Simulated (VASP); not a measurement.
MoSe2, 6 atoms in the cell. It takes space group P6_3/mmc (No. 194, hexagonal). Conventional cell: a = 3.335 Å, b = 3.335 Å, c = 13.398 Å, α = 90.00°, β = 90.00°, γ = 120.00°. Mo (site symmetry -6m2) has 6 Se at 2.57 Å as nearest neighbours. Around Se (site symmetry 3m) lie 3 Mo at 2.57 Å.  The cell isn't the ideal one: a relaxed cell with its volume scaled by 1.06.

* Program: VASP 6.6.1
* Task: relaxation of shape and atoms at fixed volume
* Functional: PBEsol
* Potentials or basis: VASP PAW PBE potentials, release 64 (Mo_sv, Se)
* Cutoff: 600 eV
* k mesh: 9 × 9 × 2
* Occupations: gaussian, width 0.03 eV
* Spin: no spin polarisation
* Further INCAR settings: ALGO = Normal; EDIFF = 1e-07; IBRION = 2; EDIFFG = -0.01; NSW = 40; ISIF = 4

Potentials or basis: VASP PAW PBE potentials, release 64 (Mo_sv, Se).

Run with:

```sh
$ cat potpaw_PBE.64/Mo_sv/POTCAR potpaw_PBE.64/Se/POTCAR > POTCAR
$ mpirun -np 2 vasp_std > vasp.out
```

Hardware: 2 MPI ranks on AMD EPYC 9R45 96-Core Processor (Zen 5), with other jobs on the host.

**Question.** Estimate the wall time of this run.

**Answer.** Run time: 3.9 min on 2 MPI ranks on AMD EPYC 9R45 96-Core Processor (Zen 5), with other jobs on the host, peak memory 0.32 GiB a rank. Counts: scf iterations 76, k points 24, ion steps 8.
